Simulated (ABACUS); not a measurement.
The system is P.

```
P
1.0
    -1.69151    2.51517    1.85894
     1.69151   -2.51517    1.85894
     1.69151    2.51517   -1.85894
P
2
Direct
  0.69669 0.94669 0.75000
  0.30331 0.05331 0.25000
```

This isn't the form of P at room conditions, which is orthorhombic.

| Quantity | Value |
| --- | --- |
| Program | ABACUS 3.10.1 |
| Task | single point |
| Functional | PBE |
| Potentials or basis | PseudoDojo NC SR 0.4.1 PBE standard |
| Cutoff | 599 eV |
| Density cutoff | 2395 eV |
| Basis | plane waves |
| k mesh | 11 × 11 × 11 |
| Occupations | fermi-dirac, width 0.05 eV |
| Spin | no spin polarisation |

On this cell: pressure 2.8 GPa; largest force 0.388 eV/Å; band gap on the k mesh none (metal or under the smearing width).

The same run follows on a disturbed copy (atoms moved at random, drawn with an rms of 0.05 Å):

```
P
1.0
    -1.69151    2.51517    1.85894
     1.69151   -2.51517    1.85894
     1.69151    2.51517   -1.85894
P
2
Direct
  0.69922 0.96152 0.77182
  0.30243 0.04905 0.24301
```

Task: What changes?

Result: The energy (extrapolated to zero smearing) moves by +15.7 meV/atom; pressure 3.7 GPa; largest force 0.914 eV/Å; band gap on the k mesh none (metal or under the smearing width).

Forces on the atoms (eV/Å):
```
P   -0.674 -0.047  0.615
P    0.674  0.047 -0.615
```

Stress tensor (GPa, compression positive):
```
 4.88 -0.02 -3.23
-0.02  1.87 -0.64
-3.23 -0.64  4.26
```
